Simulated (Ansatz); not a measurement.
# CoO (Fm-3m) in Ansatz: further runs

The runs below take CoO through band structure, with PBEsol, LDA, PBE.

All numbers are computed with Ansatz 0.2.0; they aren't measurements. Logs are shortened: lines on timing, memory, paths and dates and some standing lists are left out, and cuts for length are marked.

### Step 1. Starting point

It takes space group Fm-3m (No. 225, cubic). Conventional cell: a = 4.263 Å, b = 4.263 Å, c = 4.263 Å, α = 90.00°, β = 90.00°, γ = 90.00°. Co (site symmetry m-3m) has 6 O at 2.13 Å as nearest neighbours. O (site symmetry m-3m) is surrounded by 6 Co at 2.13 Å.

### Step 2. Band structure, PBEsol, collinear spin, ferromagnetic start

input.yaml

```yaml
crystal:
  lattice:
    - [0.0, 2.1315, 2.1315]
    - [2.1315, 0.0, 2.1315]
    - [2.1315, 2.1315, 0.0]
  atoms:
    - { symbol: Co, position: [0.0, 0.0, 0.0], spin: 2.0 }
    - { symbol: O, position: [0.5, 0.5, 0.5] }
kpoints:
  mp_grid: { grid: [11, 11, 11] }
  band_path:
    path:
      - [0.0, 0.0, 0.0]
      - [0.5, 0.0, 0.5]
      - [0.5, 0.25, 0.75]
      - [0.375, 0.375, 0.75]
      - [0.0, 0.0, 0.0]
      - [0.5, 0.5, 0.5]
      - [0.625, 0.25, 0.625]
      - [0.5, 0.25, 0.75]
    npoints: 12
scf:
  occupations: { method: fermi_dirac, width: 0.05 }
hamiltonian:
  xc: pbesol
  pseudopotentials: { kind: all_electron, lapw: { basis_error: 0.001 } }
magnetization:
  spin_polarized: true
output:
  forces: true
  stress: true
  eigenvalues: true
```

Potentials or basis: all-electron LAPW, scalar-relativistic.

Started as:

```console
$ ansatz run input.yaml --threads 2 --pin off --max-ram 6144MiB --backend cpu --events-out ev --progress --plain --runs-dir out
```

Output:

```text
Warning: RAYON_NUM_THREADS=2 ignored (pool sized by the plan → 2); use --threads N
LAPW: plane waves up to 9.714 Å⁻¹, error target 1.0e-3 eV per atom; small_component_spin mean_spin; O in spheres of 0.967 Å, 8 of its electrons in bands, Dirac shells []; Co in spheres of 1.165 Å, 17 of its electrons in bands, Dirac shells [] (how accurate: hamiltonian.pseudopotentials.lapw.basis_error, Limitations)
Engine: ansatz 0.2.0, aarch64-unknown-linux-gnu
Pseudopotentials: kind: all_electron
Pseudopotential: Co, LAPW, valence charge 17, lapw/all_electron/scalar/gaussian/Co, Koelling and Harmon's equation, gaussian nucleus
Pseudopotential: O, LAPW, valence charge 8, lapw/all_electron/scalar/gaussian/O, Koelling and Harmon's equation, gaussian nucleus
Functional definition: PBEsol
  exchange = pbesol_x
  correlation = pbesol_c
Crystal: 2 atoms, lattice volume = 19.368 Å³
Basis set: ecut = 359.5384731733147 eV, 307 PW (Γ), exchange–correlation at level 2
Bands: 18, of which v1, the nominal top of the filled ones, is band 13 counted from 1 (12 counted from 0)
Symmetry: 48 space group operations
Space group: Fm-3m (ITA 225), of the structure as read, at distance tolerance 2.7e-5 Å
Magnetic group: BNS 225.116 (UNI 1618), of the structure as read, at distance tolerance 2.7e-5 Å
k-points: 56 of 1331
Non-local potential: Co, projectors of the file, none
Non-local potential: O, projectors of the file, none
Initial density: superposition of atomic densities (chi_scale 0.1, normalization cell, long waves kept (reshape's long-wave potential 0.00 eV rms))
Starting moments: Σ|m| = 2 μB on 1 of 2 sites
Initial wavefunctions: plane waves of lowest kinetic energy (no species holds an atomic orbital)
Functional: x = pbesol(κ = 0.804, μ = 0.12345679012345678), c = pbesol(β = 0.046)
iter 1 solved again at ethr=5.78e-3 eV; its pass at ethr=1.00e-1 eV (dr2=1.44e0 eV) is discarded
SCF iter   1: F=—  HF=-39925.433645 eV  |F-HF|=—  |Δ(HF+E_count)|=         —  Δρ=5.84e-2 (↑5.46e-2 ↓5.84e-2)  dr2=1.44e0  dr2_m=2.67e-1  M=3.000 μB ∫|m|=3.002 μB  β_m=0.30  ethr=5.78e-3  ⟨swp⟩=2.0  Hψ=13196  notcnv=0
Mixer restart at iter 1: flushing history
preconditioner: auto → none  [metal: Δε(μ)=0.011 eV  Ē_g=13.999 eV  σ=0.050 eV  W_gap=0.06  n_scr=8 (ndim 8)  ℏωp=32.7 eV  f_vac=0.000  D(μ)=4.21/eV (n_scr^D=64)  sad-step TF]
SCF iter   2: F=—  HF=-39924.717492 eV  |F-HF|=—  |Δ(HF+E_count)|=   7.16e-1  Δρ=3.36e-2 (↑3.36e-2 ↓2.92e-2)  dr2=3.14e-1  dr2_m=1.14e-1  M=2.986 μB ∫|m|=2.987 μB  β_m=0.47  ethr=5.77e-3  ⟨swp⟩=2.0  Hψ=5936  notcnv=0
SCF iter   3: F=—  HF=-39924.745804 eV  |F-HF|=—  |Δ(HF+E_count)|=   2.83e-2  Δρ=2.02e-2 (↑1.81e-2 ↓2.02e-2)  dr2=2.60e-1  dr2_m=1.64e-2  M=3.000 μB ∫|m|=3.008 μB  β_m=0.47  ethr=1.25e-3  ⟨swp⟩=2.0  Hψ=6048  notcnv=0
iter 4 solved again at ethr=1.41e-5 eV; its pass at ethr=1.04e-3 eV (dr2=3.53e-3 eV) is discarded
SCF iter   4: F=—  HF=-39924.657698 eV  |F-HF|=—  |Δ(HF+E_count)|=         —  Δρ=5.67e-3 (↑3.61e-3 ↓5.67e-3)  dr2=3.53e-3  dr2_m=2.67e-3  M=2.939 μB ∫|m|=2.951 μB  β_m=0.47  ethr=1.41e-5  ⟨swp⟩=2.0  Hψ=9888  notcnv=0
Mixer restart at iter 4: flushing history
SCF iter   5: F=—  HF=-39924.666984 eV  |F-HF|=—  |Δ(HF+E_count)|=         —  Δρ=3.81e-3 (↑3.81e-3 ↓2.51e-3)  dr2=8.90e-3  dr2_m=2.63e-4  M=2.978 μB ∫|m|=2.992 μB  β_m=0.42  ethr=1.41e-5  ⟨swp⟩=3.0  Hψ=6633  notcnv=0
the basis was enlarged: its passes take 833.3 KiB over the memory plan, 2 of 2 planned eigensolver slots
SCF iter   6: F=—  HF=-39924.660342 eV  |F-HF|=—  |Δ(HF+E_count)|=   6.64e-3  Δρ=1.73e-3 (↑1.73e-3 ↓1.52e-3)  dr2=3.36e-4  dr2_m=3.64e-4  M=2.957 μB ∫|m|=2.972 μB  β_m=0.58  ethr=1.41e-5  ⟨swp⟩=2.8  Hψ=5699  notcnv=0
SCF iter   7: F=—  HF=-39924.661703 eV  |F-HF|=—  |Δ(HF+E_count)|=   1.36e-3  Δρ=5.73e-4 (↑5.73e-4 ↓4.05e-4)  dr2=4.19e-5  dr2_m=3.34e-5  M=2.957 μB ∫|m|=2.973 μB  β_m=0.62  ethr=1.35e-6  ⟨swp⟩=2.5  Hψ=5647  notcnv=0
SCF iter   8: F=—  HF=-39924.661761 eV  |F-HF|=—  |Δ(HF+E_count)|=   5.86e-5  Δρ=1.85e-4 (↑9.55e-5 ↓1.85e-4)  dr2=2.42e-6  dr2_m=3.19e-6  M=2.956 μB ∫|m|=2.972 μB  β_m=0.68  ethr=1.68e-7  ⟨swp⟩=2.3  Hψ=5559  notcnv=0
SCF iter   9: F=—  HF=-39924.661766 eV  |F-HF|=—  |Δ(HF+E_count)|=   5.05e-6  Δρ=4.28e-5 (↑2.33e-5 ↓4.28e-5)  dr2=2.43e-7  dr2_m=1.49e-7  M=2.956 μB ∫|m|=2.972 μB  β_m=0.70  ethr=9.67e-9  ⟨swp⟩=2.9  Hψ=5862  notcnv=0
SCF iter  10: F=—  HF=-39924.661766 eV  |F-HF|=—  |Δ(HF+E_count)|=   4.26e-7  Δρ=7.30e-6 (↑7.30e-6 ↓6.96e-6)  dr2=1.75e-9  dr2_m=7.85e-9  M=2.956 μB ∫|m|=2.972 μB  β_m=0.85  ethr=9.71e-10  ⟨swp⟩=3.0  Hψ=5768  notcnv=0
SCF iter  11: F=-39924.661766 eV  HF=-39924.661766 eV  |F-HF|=7.86e-9  |Δ(HF+E_count)|=   5.24e-8  Δρ=1.85e-6 (↑1.85e-6 ↓1.65e-6)  dr2=2.05e-9  dr2_m=9.23e-11  M=2.956 μB ∫|m|=2.972 μB  ethr=6.99e-12  ⟨swp⟩=3.0  Hψ=6108  notcnv=0
SCF 1 converged in 11 iterations: F = -39924.661766 eV  dr2 = 2.05e-9
NSCF: frozen V_eff on 85 k-points
SCF converged after 11 iterations
Magnetization: 2.9560 μB (13.9780 up, 11.0220 down)
Absolute magnetization: 2.9724 μB (∫|ρ↑−ρ↓|)
Spin contamination: 0.0075 ħ² per cell (⟨S²⟩ above its minimum at these occupations)
Per-site moments (μB) at R_I (Å): [(2.5985884642942327, 1.1646768393557512), (0.33909051904798115, 0.9668231288824237)]
Free energy (F): -39924.661766 eV
Harris-Foulkes:  -39924.661766 eV  (|F-HF|=7.86e-9)
Internal energy: -39924.629714 eV  (E = F + TS)
E sigma→0 (E₀):  -39924.645740 eV
Entropy (-TS):   -0.032052 eV (-16.026 meV/atom)
Fermi energy:    14.003355 eV
--- Per-component energies (eV) ---
  E_band       = -1284.152703
  E_kinetic    = 40475.718818
  E_xc         = -1816.062981
  E_electrostatic = -78584.285551  (all electrons and nuclei)
  E_smearing   = -0.032052  (= −TS)
  E_closure    = 0.000000  (closes the sum)
  E_atoms      = -39909.458948  (free atoms, spherical and without spin; not in F)
  Σ components = -39924.661766   (vs F -39924.661766, Δ=0.00e0)
  Basis errors (estimates in eV, not in F): energy 3.7e-4 per atom: plane waves 3.2e-4 (1.8e-4 summed), levels above the bands 7.1e-135, relativity 5.0e-8, radial functions 4.8e-5, core shells 7.0e-9; eigenvalues (radial functions only) 1.3e-5; not estimated: angular momenta, meshes, grids; target (lapw.basis_error) 1.0e-3; muffin-tin radii O 0.967 Å, Co 1.165 Å
--- Forces (eV/Å), atoms counted from 1 ---
  atom   1  Co     0.00000000    -0.00000000    -0.00000000
  atom   2  O      0.00000000     0.00000000    -0.00000000
  max |Σ_I F_I| component: 1.63e-30 eV/Å
--- Stress (GPa, compression-positive) ---
      -10.840536       0.000000      -0.000000
        0.000000     -10.840536      -0.000000
       -0.000000      -0.000000     -10.840536
  P = ⅓ Tr σ = -10.8405 GPa (-108.405 kbar)
--- Band table (eV; the first three rows and the last of 112) ---
  k-point 0 ↑: bands = ["-491.0601", "-82.6345", "-46.0274", "-46.0274", "-46.0274", "-6.2489", "10.6769", "10.6769", "10.7421", "10.7421", "10.7421", "10.8412", "10.8412", "10.8412", "14.7570", "30.4419", "31.7747", "31.7747"]
  k-point 1 ↑: bands = ["-491.0601", "-82.6342", "-46.0305", "-46.0279", "-46.0279", "-6.1620", "9.8684", "9.8841", "9.8841", "10.8780", "10.8780", "11.1730", "11.5882", "11.5882", "15.3452", "28.8479", "31.4843", "31.4843"]
  k-point 2 ↑: bands = ["-491.0601", "-82.6334", "-46.0385", "-46.0290", "-46.0290", "-5.9194", "8.5856", "9.1451", "9.1451", "11.0322", "11.0322", "11.3856", "12.4205", "12.4205", "16.5458", "26.6874", "30.3912", "30.3912"]
  k-point 55 ↓: bands = ["-490.7610", "-79.5860", "-43.0844", "-43.0823", "-43.0704", "-4.2568", "8.1613", "8.2214", "9.0446", "13.4803", "13.7434", "14.1616", "14.8068", "15.5288", "22.7365", "24.0977", "24.2038", "27.4348"]
```

bands.tsv:

```text
[... 98 lines left out ...]
6.995316	-505.063490	-96.633109	-60.055224	-60.055224	-60.045367	-18.868968	-6.314741	-6.314741	-6.176921	-2.585318	-2.370818	-2.370818	-2.138634	-1.426038	7.834316	9.719551	9.719551	12.414784	-504.764357	-93.589329	-57.086441	-57.086441	-57.074806	-18.253641	-5.722844	-5.722844	-5.131740	-0.383950	-0.383950	0.155161	0.747755	1.480462	8.746873	10.289157	10.289157	13.044320
```

Run time: 14 s. Hardware: 2 threads of Arm Neoverse V2, shared host; peak memory 0.42 GiB.

Results:

```
Free energy             : -39924.6618 eV
Pressure                : -10.8 GPa
Band gap along the path : none (metal or under the smearing width)
Net moment              : 2.96 μB per cell
Absolute moment         : 2.97 μB per cell
Site moments            : Co +2.60; O +0.34 μB
```

Levels at the corners of the path, in eV from the Fermi level:
Spin up:
| point | band 12 | band 13 | band 14 | band 15 | band 16 | band 17 |
| --- | --- | --- | --- | --- | --- | --- |
| Γ | -3.16 | -3.16 | -3.16 | 0.75 | 16.44 | 17.77 |
| X | -2.46 | -2.14 | -2.14 | 5.59 | 9.54 | 11.37 |
| W | -2.37 | -2.14 | -1.43 | 7.83 | 9.72 | 9.72 |
| K | -2.11 | -2.01 | -1.37 | 7.16 | 9.41 | 9.52 |
| Γ | -3.16 | -3.16 | -3.16 | 0.75 | 16.44 | 17.77 |
| L | -1.88 | 0.03 | 0.03 | 4.76 | 9.10 | 13.12 |
| U | -2.11 | -2.01 | -1.37 | 7.16 | 9.41 | 9.52 |
| W | -2.37 | -2.14 | -1.43 | 7.83 | 9.72 | 9.72 |
Spin down:
```
point  band 9  band 10  band 11  band 12  band 13  band 14
    Γ   -2.65    -1.11    -1.11    -1.11    -0.09    -0.09
    X   -3.92    -2.28     0.15     0.15     0.39     0.86
    W   -5.13    -0.38    -0.38     0.16     0.75     1.48
    K   -4.40    -1.04     0.00     0.17     1.00     1.47
    Γ   -2.65    -1.11    -1.11    -1.11    -0.09    -0.09
    L   -4.74    -0.11    -0.11     0.19     2.60     2.60
    U   -4.40    -1.04     0.00     0.17     1.00     1.47
    W   -5.13    -0.38    -0.38     0.16     0.75     1.48
```

Caveat: a cell with one magnetic atom can't hold antiferromagnetic order, which such compounds often take; semilocal functionals often make such compounds metallic where correlation or magnetic order opens a gap, which also shifts bond lengths.

### Step 3. Band structure, LDA, collinear spin, ferromagnetic start

Changes to input.yaml since step 2:

```diff
@@ -24,3 +24,3 @@
 hamiltonian:
-  xc: pbesol
+  xc: lda
   pseudopotentials: { kind: all_electron, lapw: { basis_error: 0.001 } }
```

Potentials or basis: all-electron LAPW, scalar-relativistic.

Started as:

```console
$ ansatz run input.yaml --threads 2 --pin off --max-ram 6144MiB --backend cpu --events-out ev --progress --plain --runs-dir out
```

Wall time 13 s (2 threads of Arm Neoverse V2, shared host); peak memory 0.42 GiB.

The run converged. Its results:

- Free energy: -39888.8188 eV
- Pressure: -19.3 GPa
- Band gap along the path: none (metal or under the smearing width)
- Net moment: 2.88 μB per cell
- Absolute moment: 2.89 μB per cell
- Site moments: Co +2.52; O +0.34 μB

Levels at the corners of the path, in eV from the Fermi level:
Spin up:
| point | band 12 | band 13 | band 14 | band 15 | band 16 | band 17 |
| --- | --- | --- | --- | --- | --- | --- |
| Γ | -3.11 | -3.11 | -3.11 | 0.80 | 16.48 | 17.77 |
| X | -2.23 | -2.08 | -2.08 | 5.53 | 9.46 | 11.42 |
| W | -2.33 | -2.07 | -1.28 | 7.74 | 9.67 | 9.67 |
| K | -1.96 | -1.93 | -1.24 | 7.09 | 9.39 | 9.46 |
| Γ | -3.11 | -3.11 | -3.11 | 0.80 | 16.48 | 17.77 |
| L | -1.84 | 0.13 | 0.13 | 4.78 | 9.00 | 13.05 |
| U | -1.96 | -1.93 | -1.24 | 7.09 | 9.39 | 9.46 |
| W | -2.33 | -2.07 | -1.28 | 7.74 | 9.67 | 9.67 |
Spin down:
```tsv
point	band 9	band 10	band 11	band 12	band 13	band 14
Γ	-2.74	-1.10	-1.10	-1.10	-0.39	-0.39
X	-3.99	-2.26	0.08	0.18	0.18	0.58
W	-5.23	-0.38	-0.38	0.18	0.47	1.21
K	-4.50	-1.04	0.02	0.18	0.73	1.20
Γ	-2.74	-1.10	-1.10	-1.10	-0.39	-0.39
L	-4.87	-0.11	-0.11	0.19	2.35	2.35
U	-4.50	-1.04	0.02	0.18	0.73	1.20
W	-5.23	-0.38	-0.38	0.18	0.47	1.21
```

Caveat: a cell with one magnetic atom can't hold antiferromagnetic order, which such compounds often take; semilocal functionals often make such compounds metallic where correlation or magnetic order opens a gap, which also shifts bond lengths.

(Continued in part 2 of 2.)
